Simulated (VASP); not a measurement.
The system is CdO (Monteponite).

```
Cd O
1.0
     0.00000    2.34765    2.34765
     2.34765    0.00000    2.34765
     2.34765    2.34765    0.00000
Cd O
1 1
Direct
  0.00000 0.00000 0.00000
  0.50000 0.50000 0.50000
```

Base run:

* Program: VASP 6.6.1
* Functional: r2SCAN
* Potentials or basis: VASP PAW PBE potentials, release 64 (Cd, O)
* Cutoff: 520 eV
* k mesh: 8 × 8 × 8
* Occupations: gaussian, width 0.02 eV
* Spin: no spin polarisation

Its results: band gap on the k mesh 0.08 eV, indirect (least direct gap 1.44 eV); pressure 2.9 GPa.

Q: The run is repeated on the same cell with these changes: functional from r2SCAN to PBEsol; further incar settings from ALGO = Normal; EDIFF = 1e-06; NBANDS = 16 to ALGO = Normal; EDIFF = 1e-07. What comes out?

A: Band gap on the k mesh none (metal or under the smearing width); pressure 1.1 GPa.

Caveats: the PAW data sets were made with another functional, which shifts forces and pressure a little; this crystal is a semiconductor, whose small gap the functional closes, so the metal is an error of the method (some runs).
